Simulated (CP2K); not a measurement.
Mg:

```
CELL_PARAMETERS angstrom
3.17386 0.00000 0.00000
1.58693 2.74864 0.00000
1.58693 0.91621 2.59144
ATOMIC_POSITIONS crystal
Mg 0.00000 0.00000 0.00000
```

This isn't the form of Mg at room conditions, which is hcp.

```yaml
Program: CP2K 2026.2
Task: relaxation of cell and atoms
Functional: HLE16
Potentials_or_basis: POTENTIAL_UZH Mg GTH-PBE-q10; TZVP-MOLOPT-PBE-GTH basis
Density_cutoff: 19048 eV
k_mesh: 8 × 8 × 8
Occupations: fermi-dirac, width 0.05 eV
Spin: no spin polarisation
```

At the start: pressure -6.0 GPa; volume 22.61 Å³/atom.

Question: Where does the relaxation end?

Answer: Over 7 steps the energy falls by 63.5 meV/atom and the volume is 19.53 Å³/atom (-13.6 %); space group R-3m (No. 166, to 0.05 Å).

Step by step:
```tsv
step	energy change (eV)	largest force (eV/Å)	volume (Å³)
1	0.0000	0.0000	22.61
2	-0.0028	0.0000	22.53
3	-0.0583	0.0000	18.92
4	-0.0637	0.0000	19.66
5	-0.0636	0.0000	19.54
6	-0.0635	0.0000	19.53
7	-0.0635	0.0000	19.53
```

Final structure:
```
Mg
1.0
     3.05584    0.00000    0.00000
     1.58689    2.61237    0.00000
     1.58689    0.91617    2.44690
Mg
1
Cartesian
  0.0000 0.0000 0.0000
```

Caveat: the potentials were made for a functional far from this one; the potentials were made for another functional, which shifts forces and pressure; the basis of atomic orbitals isn't converged, which shifts pressures, moduli and gaps; the real-space grid breaks the cell's symmetry a little.
